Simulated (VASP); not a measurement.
Here is a VASP 6.6.1 calculation.

INCAR

```
PREC = Accurate ; ENCUT = 600
EDIFF = 1E-6 ; ISMEAR = 0
SIGMA = 0.05 ; LREAL = False
LASPH = True ; NELM = 100
ALGO = Normal ; ISIF = 3
LWAVE = False ; LCHARG = False
METAGGA = R2SCAN ; LMIXTAU = True
IBRION = 2 ; NSW = 60
EDIFFG = -0.005
```

File KPOINTS:

```
Automatic mesh
0
Gamma
  6 6 6
```

Contents of POSCAR:

```
CuCl2
1.0
   -2.2548590000      2.2548590000      6.8599030000
    2.2548590000     -2.2548590000      6.8599030000
    2.2548590000      2.2548590000     -6.8599030000
Cu Cl
1 2
Direct
    0.0000000000      0.0000000000      0.0000000000
    0.0000000000      0.5000000000      0.5000000000
    0.5000000000      0.0000000000      0.5000000000
```

Potentials or basis: VASP PAW PBE potentials, release 64 (Cu, Cl).

The run is started by

```sh
$ cat potpaw_PBE.64/Cu/POTCAR potpaw_PBE.64/Cl/POTCAR > POTCAR
$ mpirun -np 1 vasp_std > vasp.out
```

(1) Estimate the space group after relaxing (to 0.05 Å).

(2) What does it give for the relaxed volume?

(3) Predict the relaxed cell.

Answers

(1) I4/mmm (No. 139).

(2) 46.17 Å³/atom.

(3) a = 7.557 Å, b = 7.557 Å, c = 7.557 Å, α = 145.40°, β = 145.40°, γ = 49.74°.

Caveat: the PAW data sets were made with another functional, which shifts forces and pressure a little; an odd number of electrons without spin polarisation forces a metal; a magnetic or distorted state may lie lower; the run has no spin polarisation, though such a crystal can be magnetic.
